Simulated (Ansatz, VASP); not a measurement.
**CdSe: VASP beside Ansatz**

The input INCAR:

```
  PREC = Accurate
  ENCUT = 520
  EDIFF = 1E-6
  ISMEAR = 0
  SIGMA = 0.02
  LREAL = False
  LASPH = True
  NELM = 100
  ALGO = Fast
  ISIF = 2
  LWAVE = False
  LCHARG = False
  GGA = PS
  NBANDS = 16
```

KPOINTS

```
regular mesh
0
Gamma
  16 16 16
```

File POSCAR:

```
CdSe
1.0
    0.0000000000      3.0410661763      3.0410661763
    3.0410661763      0.0000000000      3.0410661763
    3.0410661763      3.0410661763      0.0000000000
Cd Se
1 1
Direct
    0.0000000000      0.0000000000      0.0000000000
    0.2500000000      0.2500000000      0.2500000000
```

Input for Ansatz:

```yaml
crystal:
  lattice:
    - [0.0, 3.0410661763, 3.0410661763]
    - [3.0410661763, 0.0, 3.0410661763]
    - [3.0410661763, 3.0410661763, 0.0]
  atoms:
    - { symbol: Cd, position: [0.0, 0.0, 0.0] }
    - { symbol: Se, position: [0.25, 0.25, 0.25] }
basis:
  ecutwfc: 420
kpoints:
  mp_grid: { grid: [16, 16, 16] }
hamiltonian:
  xc: pbesol
  pseudopotentials: { kind: paw, azcp: { folder: soft_1 } }
scf:
  occupations: { method: gaussian, width: 0.02 }
output:
  forces: true
  stress: true
  eigenvalues: true
```

Alike in both runs: task single point; functional PBEsol; k mesh 16 × 16 × 16; occupations gaussian, width 0.02 eV; no spin polarisation.

|  | VASP | Ansatz |
| --- | --- | --- |
| version | VASP 6.6.1 | Ansatz 0.2.0 |
| potentials or method | VASP PAW PBE potentials, release 64 (Cd, Se) | scalar-relativistic, plane waves, PAW |
| plane-wave cutoff (eV) | 520 | 420 |
| valence electrons in the cell | 18 | 36 |

|  | VASP | Ansatz | Ansatz less VASP |
| --- | --- | --- | --- |
| gap on the k mesh at the Fermi level (eV) | 0.48 | 0.48 | -0.003 |
| least direct gap on the mesh (eV) | 0.48 | 0.48 | -0.003 |
| pressure (GPa) | 0.3 | 0.0 | -0.34 |

The functional is the same, so the differences come from potentials, cutoffs and numerics. The two sets of potentials don't hold the same shells in valence. Ansatz warned: «pseudo_functional_mismatch».

Caveats: the PAW data sets were made with another functional, which shifts forces and pressure a little (VASP). A k mesh can miss the band edges.
